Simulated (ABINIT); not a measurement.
# Quasiparticle gap of CaO (Fm-3m) in ABINIT

Aim: the G0W0 gap of CaO (Fm-3m) on PBE, step by step.

Method: PBE and many-body steps on it, plane waves, in ABINIT 10.8.3.

## Step 1: Starting point

Symmetry: Fm-3m, No. 225, cubic system. Conventional cell: a = 4.807 Å, b = 4.807 Å, c = 4.807 Å, α = 90.00°, β = 90.00°, γ = 90.00°. Nearest to Ca lie 6 O at 2.40 Å. O has 6 Ca at 2.40 Å nearest. Farther neighbours and most contacts between anions are not listed.

The cell and positions are those that the Materials Project relaxed with its own functionals (PBE, PBE+U or r2SCAN), kept fixed.

## Step 2: Ground state

This step: ABINIT 10.8.3; DFT, PBE, plane waves, norm-conserving pseudopotentials.

The ground-state density comes first.

Input file run.abi:

```
acell 3*1.0 Angstrom
rprim 
  -0.000000000000 2.403555696000 2.403555696000
  2.403555696000 -0.000000000000 2.403555696000
  2.403555696000 2.403555696000 -0.000000000000
ntypat 2
znucl 20 8
natom 2
typat 1 2
xred 
  0.000000000000 0.000000000000 0.000000000000
  0.500000000000 0.500000000000 0.500000000000
pp_dirpath "pseudos"
pseudos "Ca.upf, O.upf"
ecut 36
ngkpt 8 8 8
nshiftk 1
shiftk 0 0 0
kptopt 1
chksymbreak 0
nband 13
occopt 1
tolvrs 1e-10
nstep 60
prtwf 0
optforces 0
optstress 0
indata_prefix "in"
outdata_prefix "out"
tmpdata_prefix "tmp"
```

Run with:

```console
OMP_NUM_THREADS=1 mpirun -n 4 abinit run.abi > log
```

Numbers of over 12 decimals in the logs are rounded to 6 here.

What it wrote:

```text
.Version 10.8.3 of ABINIT. v10.8.2 released Aug 2026.

 Symmetries : space group Fm -3 m (#225); Bravais cF (face-center cubic)
================================================================================
 Values of the parameters that define the memory need of the present run
     intxc =       0    ionmov =       0      iscf =       7    lmnmax =       6
     lnmax =       6     mgfft =      36  mpssoang =       3    mqgrid =    3001
     natom =       2  nloc_mem =       1    nspden =       1   nspinor =       1
    nsppol =       1      nsym =      48    n1xccc =    2501    ntypat =       2
    occopt =       1   xclevel =       2
-    mband =          13        mffmem =           1         mkmem =           8
       mpw =        1964          nfft =       46656          nkpt =          29
================================================================================
  Rough estimation (10% accuracy) of disk space for files :
================================================================================

--------------------------------------------------------------------------------
------------- Echo of variables that govern the present computation ------------
--------------------------------------------------------------------------------
 -outvars: echo values of preprocessed input variables --------
            acell      1.8897261259E+00  1.8897261259E+00  1.8897261259E+00 Bohr

      chksymbreak           0
             ecut      3.60000000E+01 Hartree
-          fftalg         312

              ixc     -101130
              kpt      0.00000000E+00  0.00000000E+00  0.00000000E+00
                       1.25000000E-01  0.00000000E+00  0.00000000E+00
                       2.50000000E-01  0.00000000E+00  0.00000000E+00
                       3.75000000E-01  0.00000000E+00  0.00000000E+00
                       5.00000000E-01  0.00000000E+00  0.00000000E+00
                       1.25000000E-01  1.25000000E-01  0.00000000E+00
                       2.50000000E-01  1.25000000E-01  0.00000000E+00
                       3.75000000E-01  1.25000000E-01  0.00000000E+00
                       5.00000000E-01  1.25000000E-01  0.00000000E+00
   [... 18 further rows ...]
                      -3.75000000E-01  5.00000000E-01  1.25000000E-01
                      -2.50000000E-01  5.00000000E-01  2.50000000E-01
         kptrlatt        8    0    0      0    8    0      0    0    8
          kptrlen      5.13875654E+01
P           mkmem           8
            natom           2
            nband          13
            ngfft          36      36      36
             nkpt          29
            nstep          60
             nsym          48
           ntypat           2
              occ      2.000000  2.000000  2.000000  2.000000  2.000000  2.000000
                       2.000000  2.000000  0.000000  0.000000  0.000000  0.000000
                       0.000000
        optforces           0
        optstress           0
            prtwf           0
            rprim     -0.0000000000E+00  2.4035556960E+00  2.4035556960E+00
[...]
spgroup         225

           tolvrs      1.00000000E-10

             xred      0.0000000000E+00  0.0000000000E+00  0.0000000000E+00
[...]
znucl       20.00000    8.00000

================================================================================

 chkinp: Checking input parameters for consistency.

================================================================================
== DATASET  1 ==================================================================
-   mpi_nproc: 4, omp_nthreads: 1 (-1 if OMP is not activated)

--- !DatasetInfo
iteration_state: {dtset: 1, }
dimensions: {natom: 2, nkpt: 29, mband: 13, nsppol: 1, nspinor: 1, nspden: 1, mpw: 1964, }
cutoff_energies: {ecut:  36.0, pawecutdg:  -1.0, }
electrons: {nelect:   1.60000000E+01, charge:   0.00000000E+00, occopt:   1.00000000E+00, tsmear:   1.00000000E-02, }

 Real(R)+Recip(G) space primitive vectors, cartesian coordinates (Bohr,Bohr^-1):
 R(1)=  0.0000000  4.5420620  4.5420620  G(1)= -0.1100822  0.1100822  0.1100822
 R(2)=  4.5420620  0.0000000  4.5420620  G(2)=  0.1100822 -0.1100822  0.1100822
 R(3)=  4.5420620  4.5420620  0.0000000  G(3)=  0.1100822  0.1100822 -0.1100822
 Unit cell volume ucvol=  1.8740845E+02 bohr^3
 Angles (23,13,12)=  6.00000000E+01  6.00000000E+01  6.00000000E+01 degrees

 getcut: wavevector=  0.0000  0.0000  0.0000  ngfft=  36  36  36
         ecut(hartree)=     36.000   => boxcut(ratio)=   2.07500

--- Pseudopotential description ------------------------------------------------
- Ca Generated using ONCVPSP code by D. R. Hamann
- 20.00000  10.00000  171031                  znucl, zion, pspdat
12 -101130 2 -1 1766                          pspcod,pspxc,lmax,lloc,mmax
     nproj     2     2     2
  pspatm : epsatm=   12.33471919
         --- l  ekb(1:nproj) -->
[...]
pspatm: atomic psp has been read  and splines computed

- O Generated using ONCVPSP code by D. R. Hamann
-  8.00000   6.00000  171031                  znucl, zion, pspdat
12 -101130 2 -1 936                           pspcod,pspxc,lmax,lloc,mmax
     nproj     2     2     1
  pspatm : epsatm=    6.19545534
         --- l  ekb(1:nproj) -->
[...]
1   -4.717130   -1.149271
             2   -1.331955
 pspatm: atomic psp has been read  and splines computed

   2.96482793E+02                                ecore*ucvol(ha*bohr**3)
--------------------------------------------------------------------------------

_setup2: Arith. and geom. avg. npw (full set) are    1933.357    1933.335

================================================================================

--- !BeginCycle
iteration_state: {dtset: 1, }
solver: {iscf: 7, nstep: 60, nline: 4, wfoptalg: 0, }
tolerances: {tolvrs: 1.00E-10, }

     iter   Etot(hartree)      deltaE(h)  residm     vres2
 ETOT  1  -55.232203655342    -5.523E+01 9.628E-02 5.796E+02
 ETOT  2  -55.002112404306     2.301E-01 7.382E-02 1.444E+03
 ETOT  3  -55.380676062693    -3.786E-01 1.476E-02 2.326E+01
 ETOT  4  -55.386700152805    -6.024E-03 8.442E-03 1.134E+00
 ETOT  5  -55.386729525988    -2.937E-05 3.129E-03 5.579E-01
 ETOT  6  -55.386876408667    -1.469E-04 1.096E-03 2.373E-02
 ETOT  7  -55.386882285628    -5.877E-06 1.938E-03 5.017E-04
 ETOT  8  -55.386882383348    -9.772E-08 1.268E-03 2.207E-06
 ETOT  9  -55.386882383532    -1.842E-10 2.319E-03 1.289E-06
 ETOT 10  -55.386882383912    -3.797E-10 1.229E-03 7.729E-10
 ETOT 11  -55.386882383911     7.034E-13 1.963E-03 2.749E-11

 At SCF step   11       vres2   =  2.75E-11 < tolvrs=  1.00E-10 =>converged.

--- !ResultsGS
iteration_state: {dtset: 1, }
comment   : Summary of ground state results
lattice_vectors:
- [ -0.0000000,   4.5420620,   4.5420620, ]
- [  4.5420620,  -0.0000000,   4.5420620, ]
- [  4.5420620,   4.5420620,  -0.0000000, ]
lattice_lengths: [   6.42345,    6.42345,    6.42345, ]
lattice_angles: [ 60.000,  60.000,  60.000, ] # degrees, (23, 13, 12)
lattice_volume:   1.8740845E+02
convergence: {deltae:  7.034E-13, res2:  2.749E-11, residm:  1.963E-03, diffor:  0.000E+00, }
etotal    :  -5.53868824E+01
entropy   :   0.00000000E+00
fermie    :   1.87243462E-01
cartesian_stress_tensor: null
pressure_GPa: null
xred      :
- [  0.0000E+00,   0.0000E+00,   0.0000E+00, Ca]
- [  5.0000E-01,   5.0000E-01,   5.0000E-01,  O]
cartesian_forces: null
force_length_stats: {min: null, max: null, mean: null, }

 Integrated electronic density in atomic spheres:
 ------------------------------------------------
 Atom  Sphere_radius  Integrated_density
    1        2.00000          7.64901566
    2        2.00000          6.16311876
================================================================================

 ----iterations are completed or convergence reached----

 Mean square residual over all n,k,spin=   66.223E-07; max=  19.625E-04
 reduced coordinates (array xred) for    2 atoms
       0.000000000000      0.000000000000      0.000000000000
       0.500000000000      0.500000000000      0.500000000000
 rms dE/dt=  0.0000E+00; max dE/dt=  0.0000E+00; dE/dt below (all hartree)
    1       0.000000000000      0.000000000000      0.000000000000
    2       0.000000000000      0.000000000000      0.000000000000

 cartesian coordinates (angstrom) at end:
    1      0.000000     0.000000     0.000000
    2      2.403556     2.403556     2.403556
 length scales=  1.889726125908  1.889726125908  1.889726125908 bohr
              =  1.000000000000  1.000000000000  1.000000000000 angstroms
 prteigrs : about to open file out_EIG
 Fermi (or HOMO) energy (hartree) =   0.18724   Average Vxc (hartree)=  -0.38786
 Eigenvalues (hartree) for nkpt=  29  k points:
 kpt#   1, nband= 13, wtk=  0.00195, kpt=  0.0000  0.0000  0.0000 (reduced coord)
  -1.19668   -0.48954   -0.48954   -0.48954   -0.38130    0.18724    0.18724    0.18724
   0.36161    0.41644    0.41644    0.41644    0.47145
 prteigrs : prtvol=0 or 1, do not print more k-points.

--- !EnergyTerms
iteration_state     : {dtset: 1, }
comment             : Components of total free energy in Hartree
kinetic             :  2.44592291388897E+01
hartree             :  1.03474699243744E+01
xc                  : -1.16220866236985E+01
Ewald energy        : -4.15179927800345E+01
psp_core            :  1.58201400678847E+00
local_psp           : -3.93871071585447E+01
non_local_psp       :  7.51591108313865E-01
total_energy        : -5.53868823839113E+01
total_energy_eV     : -1.50715384950933E+03
band_energy         : -5.23634909764326E+00

== END DATASET(S) ==============================================================
================================================================================

 -outvars: echo values of variables after computation  --------
           etotal     -5.5386882384E+01
            nband          13
             nkpt          29
          spgroup         225
 [... the other variables as echoed above ...]

 Calculation completed.
```

Run time: 9.7 s. Hardware: 4 MPI ranks of Arm Neoverse V1, shared host; peak memory 0.29 GiB; 39 s of CPU time.

Numbers from this step:

- total energy: -1507.1538 eV
- gap: 3.662 eV
- k of the valence top: 0, 0, 0
- k of the conduction bottom: 0.5, 0.5, 0
- least direct gap: 4.035 eV

The gap is indirect, with the least direct gap 0.37 eV higher.

(Continued in part 2 of 3.)

[Paths, hosts, dates, memory and timing lines, banners, echoed tables and standing remarks are left out of the program output.]

[Logs are printed without paths, hosts, clocks, repeated set-up lines and the standing remarks that a program may print on its own settings, such as how far it seeks lower states.]

[Runs of the session that timed out or met a known fault of the program may be left out.]

[Hosts, paths, dates, database ids (printed as entryN), source tags and the programs' standing remarks are cut or masked in the printed files.]

[G0W0 gaps are taken among the corrected bands and points alone; a level outside them can change the order at an edge.]

[Where Ansatz stands beside ABINIT at settings called matched, ABINIT's density can come from a denser mesh and the files from another edition; pairs whose starting gaps differed by over 0.03 eV were left out, so agreement reads better than it is.]
